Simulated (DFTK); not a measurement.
A run of DFTK 0.8.2:

run.jl

```julia
using DFTK
using PseudoPotentialData
using Unitful, UnitfulAtomic
using LinearAlgebra, Printf
include("save.jl")
disable_threading()

# lattice vectors are the columns
lattice = austrip(1u"Å") * [     -2.251627       2.216026       2.283873;
                 2.213826      -2.237223       2.269469;
                 2.234873       2.222669       -2.25827]
symbols   = [:Ca]
positions = [[0.010229, 0.005361, 0.017786]]
pseudopotentials = PseudoFamily("dojo.nc.sr.pbe.v0_4_1.standard.upf")
elements = Dict(s => ElementPsp(s, pseudopotentials) for s in unique(symbols))
atoms    = [elements[s] for s in symbols]

build_model(lattice, positions; symmetries=true) =
    model_DFT(lattice, atoms, positions;
              functionals=PBE(),
              temperature=austrip(0.05u"eV"),
              smearing=Smearing.FermiDirac(),
              symmetries)
Ecut  = 38.0  # hartree
kgrid = [8, 8, 8]
tol   = 1e-6
to_GPa = ustrip(uconvert(u"GPa", 1u"hartree/bohr^3"))

model = build_model(lattice, positions)
basis = PlaneWaveBasis(model; Ecut, kgrid)
display(basis)
scfres = self_consistent_field(basis;
                               tol,
                               nbandsalg=AdaptiveBands(model; n_bands_converge=10))
display(scfres.energies)
@printf "Fermi level: %.6f eV\n" ustrip(auconvert(u"eV", something(scfres.εF, NaN)))
forces = compute_forces_cart(scfres)
println("Forces (eV/Å)")
for (s, f) in zip(symbols, forces)
    @printf "%-3s %12.6f %12.6f %12.6f\n" s ustrip.(auconvert.(u"eV/Å", f))...
end
stress = compute_stresses_cart(scfres)
println("Stress (GPa)")
display(round.(stress * to_GPa; digits=4))
println("Levels at the first k-point (eV): ", round.(ustrip.(auconvert.(u"eV", scfres.eigenvalues[1][1:scfres.n_bands_converge])); digits=4))
save_scf!(scfres; forces, stress)
```

Potentials or basis: dojo.nc.sr.pbe.v0_4_1.standard.upf (PBE).

Launch:

```sh
$ julia --threads=1 run.jl  # save.jl only writes the numbers to a file and isn't shown; printed stress counts tension as positive; times include loading and compiling
```

Hardware: 1 thread of AMD EPYC 9R45 96-Core Processor (Zen 5) (shared host).

How long does it take, and how much memory?

It took 9.8 min on 1 thread of AMD EPYC 9R45 96-Core Processor (Zen 5) (shared host), peak memory 4.7 GiB. Counts: scf iterations 10, k points 512, plane waves 3415, bands 10.
